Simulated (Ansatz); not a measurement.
# SiO2 (Stishovite): the dielectric function from several functionals, part 2 of 3

How does SiO2 (Stishovite) absorb light if electrons and holes don't interact? The runs, in order: HSE06 for the gap; optics with PBE on 6×6×8; optics with r2SCAN on 6×6×8; optics with PBE and scissors to the HSE06 gap on 6×6×8.

Ansatz 0.2.0; plane waves, PAW; no local fields, no excitons.

## (3) Optics, PBE

Contents of input.yaml:

```yaml
crystal:
  lattice:
    - [4.1851894793, 0.0, 0.0]
    - [0.0, 4.1851894793, 0.0]
    - [0.0, 0.0, 2.6688395656]
  atoms:
    - { symbol: Si, position: [0.0, 0.0, 0.0] }
    - { symbol: Si, position: [0.5, 0.5, 0.5] }
    - { symbol: O, position: [0.3061010396, 0.3061010396, 0.0] }
    - { symbol: O, position: [0.1938989604, 0.8061010396, 0.5] }
    - { symbol: O, position: [0.6938989604, 0.6938989604, 0.0] }
    - { symbol: O, position: [0.8061010396, 0.1938989604, 0.5] }
kpoints:
  mp_grid: { grid: [6, 6, 8] }
hamiltonian:
  xc: pbe
scf:
  occupations: { method: fixed }
output:
  optics:
    e_range: [0, 21]
    de: 0.05
    sigma: 0.1
    bands: { spectra_wanted_up_to: 21 }
```

Started as:

```console
ansatz run input.yaml --threads 4 --pin off --max-ram 5529MiB --backend cpu --events-out ev --progress --plain --runs-dir out
```

Standard output:

```text
Warning: RAYON_NUM_THREADS=4 ignored (pool sized by the plan → 4); use --threads N
Engine: ansatz 0.2.0, x86_64-unknown-linux-gnu
Pseudopotentials: kind: paw
Pseudopotential: Si, paw, valence charge 4, recommended cutoff 420 eV (normal), Si.paw.azcp
Pseudopotential: O, paw, valence charge 6, recommended cutoff 420 eV (normal), O.paw.azcp
Functional definition: PBE
  parameter kappa = 0.804
  parameter beta = 0.06672455060314922
  exchange = pbe_x(kappa = kappa, mu = beta*pi^2/3)
  correlation = pbe_c(beta = beta)
Crystal: 6 atoms, lattice volume = 46.747 Å³
Basis set: ecut = 420 eV, 913 PW (Γ)
Bands: 22, of which v1, the nominal top of the filled ones, is band 16 counted from 1 (15 counted from 0)
Symmetry: 16 space group operations
Space group: P42/mnm (ITA 136), of the structure as read, at distance tolerance 3.6e-5 Å
k-points: 50 of 288
Non-local potential: Si, projectors of the file, l = 0: 2, l = 1: 2, l = 2: 2
Non-local potential: O, projectors of the file, l = 0: 2, l = 1: 2, l = 2: 1
PAW form: soft (Blöchl's): semilocal exchange-correlation on the pseudo side does not see the compensation charge
PAW one-centre angular grid: Si, 110 points (default); XC on 64 Gauss nodes
PAW one-centre angular grid: O, 110 points (default); XC on 64 Gauss nodes
Initial density: superposition of atomic densities (neutral atoms: chi_scale 0, normalization atom), corrected by the library's trained network
Initial wavefunctions: pseudopotential atomic-orbital guess
Functional: x = pbe(κ = 0.804, μ = 0.2195149727645171), c = pbe(β = 0.06672455060314922)
SCF iter   1: F=—  HF=-3546.974967 eV  |F-HF|=—  |Δ(HF+E_count)|=         —  Δρ=3.23e-3  dr2=1.77e-3  ethr=1.77e-3  ⟨swp⟩=4.4  Hψ=4996  notcnv=0  defer=199
preconditioner: auto → none  [insulator: Δε(μ)=5.558 eV  Ē_g=18.776 eV  n_scr=10 (ndim 8)  ℏωp=30.7 eV  f_vac=0.000  ε∞_Penn≈3.7]
SCF iter   2: F=—  HF=-3546.975564 eV  |F-HF|=—  |Δ(HF+E_count)|=   5.96e-4  Δρ=1.54e-3  dr2=3.60e-4  ethr=5.54e-6  ⟨swp⟩=2.0  Hψ=2339  notcnv=0  defer=200
SCF iter   3: F=—  HF=-3546.975649 eV  |F-HF|=—  |Δ(HF+E_count)|=   8.47e-5  Δρ=6.68e-4  dr2=5.73e-5  ethr=1.12e-6  ⟨swp⟩=2.0  Hψ=1714  notcnv=0  defer=200
SCF iter   4: F=—  HF=-3546.975699 eV  |F-HF|=—  |Δ(HF+E_count)|=   5.07e-5  Δρ=9.01e-5  dr2=2.19e-6  ethr=1.79e-7  ⟨swp⟩=2.0  Hψ=1792  notcnv=0  defer=188
SCF iter   5: F=—  HF=-3546.975701 eV  |F-HF|=—  |Δ(HF+E_count)|=   1.27e-6  Δρ=3.12e-5  dr2=3.10e-7  ethr=6.83e-9  ⟨swp⟩=2.0  Hψ=1779  notcnv=0  defer=110
SCF iter   6: F=—  HF=-3546.975700 eV  |F-HF|=—  |Δ(HF+E_count)|=   8.25e-8  Δρ=7.63e-6  dr2=1.66e-8  ethr=9.68e-10  ⟨swp⟩=2.3  Hψ=1674  notcnv=0  defer=110
SCF iter   7: F=—  HF=-3546.975700 eV  |F-HF|=—  |Δ(HF+E_count)|=   3.08e-9  Δρ=1.91e-6  dr2=1.08e-9  ethr=5.18e-11  ⟨swp⟩=2.4  Hψ=1766  notcnv=0  defer=110
SCF iter   8: F=—  HF=-3546.975700 eV  |F-HF|=—  |Δ(HF+E_count)|=  2.96e-10  Δρ=3.98e-7  dr2=4.53e-11  ethr=3.39e-12  ⟨swp⟩=2.3  Hψ=1727  notcnv=0  defer=110
SCF iter   9: F=-3546.975700 eV  HF=-3546.975700 eV  |F-HF|=9.09e-13  |Δ(HF+E_count)|=  1.41e-11  Δρ=2.61e-8  dr2=1.97e-13  ethr=1.00e-12  ⟨swp⟩=9.0  Hψ=4602  notcnv=0
SCF 1 converged in 9 iterations: F = -3546.975700 eV  dr2 = 1.97e-13
NSCF: frozen V_eff on 50 k-points
Optics k sum: 0 of 50 k-points
[...]
output.optics: what the bands over the 45 summed would add to eps1, eps2 and the energy-loss function is held between a lower and an upper bound (6 Lanczos steps). eps1, eps2 and their loss function (loss_summed_bands) are given on every row as the summed bands alone make them. Along an axis, on a row where the two bounds hold the loss function to about 1 % of the greater of itself and 0.5 % of |1/eps|, its cell (loss_completed) is given, with the completed eps1 and eps2 that it is formed of (a cell that is left empty reads nan in the table and null in the record). The two bounds hold it so along every axis on all 421 rows up to 21.000 eV. The run works to bound the rows up to 21.000 eV and no higher ones: a peak of the loss function over that energy may be left empty with no warning. To have the run work for it, set output.optics.bands.spectra_wanted_up_to to a higher energy. perfect_screening_sum, loss_f_sum_n_eff and, beside carriers, perfect_screening_limit are those of loss_summed_bands: over the bounded function the two sums would run over rows that are not all bounded, and lack what the bands left out lay past the top of the energy grid. Bounded is said of the bands left out alone, which are those that the basis at basis.ecutwfc holds: it says nothing of that cutoff, of the k-point mesh, of what the sum inside its cells errs by (eps2_relative_error), of the factors of all_electron_strengths, nor of how far the SCF is converged. The bands left out are taken at the k-points, and what their mean over the points' cells stands off that by is in neither bound: the run's estimate of it, which the test of a row counts in, is 0.03 % of |eps| at the most among the values given; where the mean stood off by over 0.5 % the points' spread read 0.1 to 3 times that
SCF converged after 9 iterations
Free energy (F): -3546.975700 eV
Harris-Foulkes:  -3546.975700 eV  (|F-HF|=9.09e-13)
Internal energy: -3546.975700 eV  (E = F + TS)
E sigma→0 (E₀):  -3546.975700 eV
Fermi energy:    10.527633 eV
--- Per-component energies (eV) ---
  E_band       = 65.158205
  E_kinetic    = 815.592643
  E_local      = -1221.722804  (includes V_loc(G=0)·N_el)
  E_nonlocal   = 236.599770
  E_hartree    = 433.792185
  E_xc         = -412.317950
  E_vxc        = -480.114967  (∫ρ·V_xc dr)
  E_paw        = -1661.945576  (= ΣΔE_a)
  E_vpaw       = -152.790984  (= ΣTr[D̂ρ^β])
  E_aug_tail   = 0.010166  (compensation charges beyond the density's cutoff)
  E_ewald      = -1736.984135
  E_smearing   = -0.000000  (= −TS)
  E_closure    = -0.000000  (closes the sum)
  Σ components = -3546.975700   (vs F -3546.975700, Δ=0.00e0)
--- Band table (eV; the first three rows and the last of 50) ---
  k-point 0: bands = ["-11.9963", "-8.3886", "-8.3886", "-8.1581", "-0.3204", "4.1253", "4.1253", "4.3179", "5.1659", "5.4484", "7.4138", "7.4138", "8.0226", "9.6504", "9.6504", "10.5276", "16.0833", "17.2509", "19.0435", "19.0435", "21.6794", "22.2320"]
  k-point 1: bands = ["-11.7892", "-8.2838", "-8.2838", "-8.1353", "-0.2419", "4.2991", "4.2991", "4.5448", "4.6063", "5.1529", "6.7277", "6.7277", "7.3025", "9.4995", "9.4995", "10.3409", "16.8128", "18.3362", "19.9294", "19.9294", "20.9345", "23.0828"]
  k-point 2: bands = ["-11.1948", "-8.1747", "-8.0141", "-8.0141", "-0.0680", "3.7584", "4.0528", "4.7813", "4.7813", "5.2047", "5.3346", "5.3346", "6.1302", "9.0231", "9.0231", "9.7457", "17.9780", "20.3700", "20.7371", "21.7943", "21.7943", "24.2031"]
  k-point 49: bands = ["-8.9803", "-8.9803", "-7.8095", "-7.8095", "-0.2081", "-0.2081", "2.3899", "2.3899", "6.0021", "6.0021", "6.0688", "6.0688", "8.7698", "8.7698", "8.9817", "8.9817", "17.6957", "17.6957", "21.5364", "21.5364", "22.2300", "22.2300"]
```

It took 16 s on 4 threads of Intel Xeon Platinum 8259CL at 2.50GHz (Skylake/Cascade Lake), shared host; peak memory 0.97 GiB.

From the head of optics.tsv:

```
# eps_inf(xx yy zz) = 3.448599 3.448599 3.661901
# eps_inf_bands = all
# eps_inf_summed_bands(xx yy zz) = 3.372887 3.372887 3.593753
# eps_inf_completed(xx yy zz) = 3.448599 3.448599 3.661901
# eps2_relative_error = 0.0004
# eps_inf_relative_error = 0.0041
# f_sum_n_eff(xx yy zz) = 21.143823 21.143823 21.783644 of n_electrons = 32.000000
# n_bands = 45
# n_bands_set_by = photon_energy
# valid_up_to_ev = 31.302633
# least_direct_gap_ev = 5.555621e0 at k(fractional) = 0.000000 0.000000 0.000000, k_point = 0, channel = 0, bands = 15 16 (counted from 0)
```

The dielectric function from optics.tsv (yy equals xx), one row in 10 (narrow peaks fall between the rows):

```
E (eV)  ε₂ xx  ε₂ zz  ε₁ xx  ε₁ zz
  6.10   0.02   0.00   4.20   4.33
  6.60   0.28   0.00   4.55   4.53
  7.10   0.52   0.02   4.55   4.79
  7.60   0.63   0.07   4.61   5.15
  8.10   0.70   0.36   4.76   5.80
  8.60   0.90   0.85   5.19   5.84
  9.10   1.54   1.09   5.48   6.12
  9.60   2.29   1.56   5.39   6.66
 10.10   2.30   2.49   4.74   6.74
 10.60   2.06   2.64   4.72   6.32
 11.10   2.47   3.40   5.47   7.71
 11.60   3.65   6.52   6.00   9.29
 12.10   5.23   7.98   4.86   6.33
 12.60   4.91   9.64   3.97   2.10
 13.10   4.82   7.90   3.60   0.46
 13.60   5.02   5.55   4.51   0.98
 14.10   5.94   5.72   1.39   0.44
 14.60   5.13   5.00   2.37   0.62
 15.10   5.31   4.96   1.75   0.77
 15.60   5.62   5.44   1.40   0.41
 16.10   5.56   4.93  -0.21  -0.61
 16.60   4.51   4.22  -0.79  -0.85
 17.10   4.19   3.86  -0.49  -0.51
 17.60   3.97   4.48  -1.02  -1.29
 18.10   3.13   3.38  -1.37  -1.50
 18.60   2.63   2.86  -1.13  -1.33
 19.10   2.29   2.71  -0.98  -1.66
 19.60   2.22   2.37  -0.75  -1.59
 20.10   2.34   1.95  -0.69  -1.44
 20.60   1.94   1.82  -1.01  -1.35
```

Tallest peaks of ε₂ (mean of the periodic axes): 6.6 at 12.50 eV, 5.9 at 13.10 eV, 6.4 at 13.95 eV.

## (4) Optics, r2SCAN

Edit input.yaml of step 3 so:

```diff
@@ -15,3 +15,3 @@
 hamiltonian:
-  xc: pbe
+  xc: r2scan
 scf:
```

Started as:

```console
ansatz run input.yaml --threads 4 --pin off --max-ram 5529MiB --backend cpu --events-out ev --progress --plain --runs-dir out
```

Standard output:

```text
Warning: RAYON_NUM_THREADS=4 ignored (pool sized by the plan → 4); use --threads N
Engine: ansatz 0.2.0, x86_64-unknown-linux-gnu
Pseudopotentials: kind: paw
Pseudopotential: Si, paw, valence charge 4, recommended cutoff 500 eV (meta_gga), Si.paw.azcp
Pseudopotential: O, paw, valence charge 6, recommended cutoff 500 eV (meta_gga), O.paw.azcp
Functional definition: r2SCAN
  parameter k0 = 0.174
  parameter k1 = 0.065
  parameter a1 = 4.9479
  exchange = r2scan_x(k0 = k0, k1 = k1, a1 = a1)
  correlation = r2scan_c
Crystal: 6 atoms, lattice volume = 46.747 Å³
Basis set: ecut = 500 eV, 1177 PW (Γ), exchange–correlation on 128×128×80 points (64 copies of the dense FFT grid, shifted against one another)
Bands: 22, of which v1, the nominal top of the filled ones, is band 16 counted from 1 (15 counted from 0)
Symmetry: 16 space group operations
Space group: P42/mnm (ITA 136), of the structure as read, at distance tolerance 3.6e-5 Å
k-points: 50 of 288
Non-local potential: Si, projectors of the file, l = 0: 2, l = 1: 2, l = 2: 2
Non-local potential: O, projectors of the file, l = 0: 2, l = 1: 2, l = 2: 1
PAW form: soft (Blöchl's): semilocal exchange-correlation on the pseudo side does not see the compensation charge
PAW frozen core: Si, regenerated for the run's functional (the file was generated under x = pbe(κ = 0.804, μ = 0.2195149727645171), c = pbe(β = 0.06672455060314922))
PAW frozen core: O, regenerated for the run's functional (the file was generated under x = pbe(κ = 0.804, μ = 0.2195149727645171), c = pbe(β = 0.06672455060314922))
PAW one-centre angular grid: Si, 302 points (default); XC on 160 Gauss nodes
PAW one-centre angular grid: O, 302 points (default); XC on 160 Gauss nodes
Initial density: superposition of atomic densities (neutral atoms: chi_scale 0, normalization atom), corrected by the library's trained network
Initial wavefunctions: pseudopotential atomic-orbital guess
Functional: x = r2scan, c = r2scan; τ floored in thin density (d = 2e-4 eV/Å³)
SCF iter   1: F=—  HF=-3559.039832 eV  |F-HF|=—  |Δ(HF+E_count)|=         —  Δρ=1.18e-2  dr2=5.86e-2  dr2_τ=5.22e-1  ethr=1.77e-3  ⟨swp⟩=4.9  Hψ=5061  notcnv=0  defer=197
preconditioner: auto → none  [insulator: Δε(μ)=6.455 eV  Ē_g=20.188 eV  n_scr=10 (ndim 8)  ℏωp=30.7 eV  f_vac=0.000  ε∞_Penn≈3.3]
SCF iter   2: F=—  HF=-3559.336141 eV  |F-HF|=—  |Δ(HF+E_count)|=   2.96e-1  Δρ=6.40e-3  dr2=7.24e-3  dr2_τ=1.53e-3  ethr=1.83e-4  ⟨swp⟩=3.0  Hψ=2503  notcnv=0  defer=199
SCF iter   3: F=—  HF=-3559.336980 eV  |F-HF|=—  |Δ(HF+E_count)|=   8.39e-4  Δρ=1.91e-3  dr2=6.48e-4  dr2_τ=1.10e-4  ethr=2.26e-5  ⟨swp⟩=3.0  Hψ=1784  notcnv=0  defer=200
SCF iter   4: F=—  HF=-3559.337035 eV  |F-HF|=—  |Δ(HF+E_count)|=   5.46e-5  Δρ=2.13e-4  dr2=1.15e-5  dr2_τ=1.41e-6  ethr=2.02e-6  ⟨swp⟩=2.4  Hψ=1788  notcnv=0  defer=200
SCF iter   5: F=—  HF=-3559.337034 eV  |F-HF|=—  |Δ(HF+E_count)|=   6.44e-7  Δρ=7.86e-5  dr2=2.37e-6  dr2_τ=1.27e-7  ethr=3.58e-8  ⟨swp⟩=2.0  Hψ=1706  notcnv=0  defer=121
SCF iter   6: F=—  HF=-3559.337034 eV  |F-HF|=—  |Δ(HF+E_count)|=   7.63e-8  Δρ=1.94e-5  dr2=1.34e-7  dr2_τ=3.88e-9  ethr=7.41e-9  ⟨swp⟩=2.5  Hψ=1813  notcnv=0  defer=95
SCF iter   7: F=—  HF=-3559.337034 eV  |F-HF|=—  |Δ(HF+E_count)|=   1.06e-8  Δρ=1.65e-6  dr2=9.19e-10  dr2_τ=4.34e-11  ethr=4.17e-10  ⟨swp⟩=2.0  Hψ=1672  notcnv=0  defer=95
SCF iter   8: F=—  HF=-3559.337034 eV  |F-HF|=—  |Δ(HF+E_count)|=  2.23e-10  Δρ=3.75e-7  dr2=4.88e-11  dr2_τ=2.21e-12  ethr=2.87e-12  ⟨swp⟩=2.0  Hψ=1755  notcnv=0  defer=95
SCF iter   9: F=-3559.337034 eV  HF=-3559.337034 eV  |F-HF|=3.18e-12  |Δ(HF+E_count)|=  9.55e-12  Δρ=4.08e-8  dr2=5.08e-13  dr2_τ=4.30e-14  ethr=1.00e-12  ⟨swp⟩=9.3  Hψ=4604  notcnv=0
SCF 1 converged in 9 iterations: F = -3559.337034 eV  dr2 = 5.08e-13
NSCF: frozen V_eff on 50 k-points
Optics k sum: 0 of 50 k-points
[...]
output.optics: what the bands over the 45 summed would add to eps1, eps2 and the energy-loss function is held between a lower and an upper bound (6 Lanczos steps). eps1, eps2 and their loss function (loss_summed_bands) are given on every row as the summed bands alone make them. Along an axis, on a row where the two bounds hold the loss function to about 1 % of the greater of itself and 0.5 % of |1/eps|, its cell (loss_completed) is given, with the completed eps1 and eps2 that it is formed of (a cell that is left empty reads nan in the table and null in the record). The two bounds hold it so along every axis on all 421 rows up to 21.000 eV. The run works to bound the rows up to 21.000 eV and no higher ones: a peak of the loss function over that energy may be left empty with no warning. To have the run work for it, set output.optics.bands.spectra_wanted_up_to to a higher energy. perfect_screening_sum, loss_f_sum_n_eff and, beside carriers, perfect_screening_limit are those of loss_summed_bands: over the bounded function the two sums would run over rows that are not all bounded, and lack what the bands left out lay past the top of the energy grid. Bounded is said of the bands left out alone, which are those that the basis at basis.ecutwfc holds: it says nothing of that cutoff, of the k-point mesh, of what the sum inside its cells errs by (eps2_relative_error), of the factors of all_electron_strengths, nor of how far the SCF is converged. The bands left out are taken at the k-points, and what their mean over the points' cells stands off that by is in neither bound: the run's estimate of it, which the test of a row counts in, is 0.03 % of |eps| at the most among the values given; where the mean stood off by over 0.5 % the points' spread read 0.1 to 3 times that
SCF converged after 9 iterations
Free energy (F): -3559.337034 eV
Harris-Foulkes:  -3559.337034 eV  (|F-HF|=3.18e-12)
Internal energy: -3559.337034 eV  (E = F + TS)
E sigma→0 (E₀):  -3559.337034 eV
Fermi energy:    10.117317 eV
--- Per-component energies (eV) ---
  E_band       = 42.576395
  E_kinetic    = 820.125720
  E_local      = -1224.615032  (includes V_loc(G=0)·N_el)
  E_nonlocal   = 231.723979
  E_hartree    = 437.783825
  E_xc         = -404.026916
  E_vxc        = -533.686527  (∫ρ·V_xc dr)
  E_paw        = -1683.068500  (= ΣΔE_a)
  E_vpaw       = -158.448303  (= ΣTr[D̂ρ^β])
  E_aug_tail   = 0.004655  (compensation charges beyond the density's cutoff)
  E_vtau       = 31.904273  (kinetic-family band-sum trace: ∫τ·v_τ [+ j·A + Jᵃ·Aᵃ] dr)
  E_ewald      = -1736.984135
  E_core_change = -0.280630  (= ΣΔE_core)
  E_smearing   = -0.000000  (= −TS)
  E_closure    = 0.000000  (closes the sum)
  Σ components = -3559.337034   (vs F -3559.337034, Δ=0.00e0)
--- Band table (eV; the first three rows and the last of 50) ---
  k-point 0: bands = ["-13.3911", "-9.8169", "-9.8169", "-9.5528", "-0.8995", "3.6385", "3.6385", "3.8113", "4.6823", "4.9634", "6.9599", "6.9599", "7.6170", "9.2385", "9.2385", "10.1173", "16.6293", "17.7852", "19.6234", "19.6234", "22.2018", "22.9646"]
  k-point 1: bands = ["-13.1830", "-9.7139", "-9.7139", "-9.5376", "-0.8096", "3.8158", "3.8158", "4.0421", "4.1301", "4.6677", "6.2748", "6.2748", "6.8924", "9.0823", "9.0823", "9.9243", "17.3750", "18.9008", "20.5415", "20.5415", "21.5080", "23.7737"]
  k-point 2: bands = ["-12.5878", "-9.5934", "-9.4498", "-9.4498", "-0.6014", "3.2768", "3.5760", "4.3075", "4.3075", "4.7130", "4.8746", "4.8746", "5.6779", "8.5948", "8.5948", "9.3154", "18.5965", "21.0503", "21.3182", "22.5004", "22.5004", "24.9247"]
  k-point 49: bands = ["-10.4089", "-10.4089", "-9.2510", "-9.2510", "-0.7249", "-0.7249", "1.8826", "1.8826", "5.5345", "5.5345", "5.6179", "5.6179", "8.3404", "8.3404", "8.5157", "8.5157", "18.3038", "18.3038", "22.1429", "22.1429", "22.9354", "22.9354"]
```

Wall time 23 s (4 threads of Intel Xeon Platinum 8259CL at 2.50GHz (Skylake/Cascade Lake), shared host); peak memory 1.1 GiB.

optics.tsv begins:

```
# eps_inf(xx yy zz) = 3.182471 3.182471 3.374374
# eps_inf_bands = all
# eps_inf_summed_bands(xx yy zz) = 3.108765 3.108765 3.308215
# eps_inf_completed(xx yy zz) = 3.182471 3.182471 3.374374
# eps2_relative_error = 0.0004
# eps_inf_relative_error = 0.0044
# f_sum_n_eff(xx yy zz) = 22.109220 22.109220 22.809653 of n_electrons = 32.000000
# n_bands = 45
# n_bands_set_by = photon_energy
# valid_up_to_ev = 32.853583
# least_direct_gap_ev = 6.512001e0 at k(fractional) = 0.000000 0.000000 0.000000, k_point = 0, channel = 0, bands = 15 16 (counted from 0)
```

The dielectric function from optics.tsv (yy equals xx), one row in 18 (narrow peaks fall between the rows):

```
E (eV)  ε₂ xx  ε₂ zz  ε₁ xx  ε₁ zz
  7.10   0.01   0.00   3.96   4.08
  8.00   0.43   0.01   4.26   4.46
  8.90   0.60   0.12   4.41   5.16
  9.80   0.95   0.83   4.95   5.54
 10.70   2.13   1.48   5.08   6.35
 11.60   1.99   2.57   4.49   5.98
 12.50   2.77   4.32   5.66   8.57
 13.40   4.73   9.09   4.05   4.95
 14.30   4.55   6.61   3.10  -0.09
 15.20   5.78   5.24   1.68   0.62
 16.10   5.05   4.60   1.93   0.82
 17.00   5.85   5.10   0.68  -0.18
 17.90   4.09   3.78  -0.50  -0.53
 18.80   3.82   4.37  -0.81  -0.35
 19.70   2.75   2.77  -1.09  -1.44
 20.60   2.16   2.29  -0.72  -1.29
```

Tallest peaks of ε₂ (mean of the periodic axes): 6.2 at 13.55 eV, 5.9 at 15.10 eV, 5.6 at 16.95 eV.

(Part 2 of 3 ends here.)
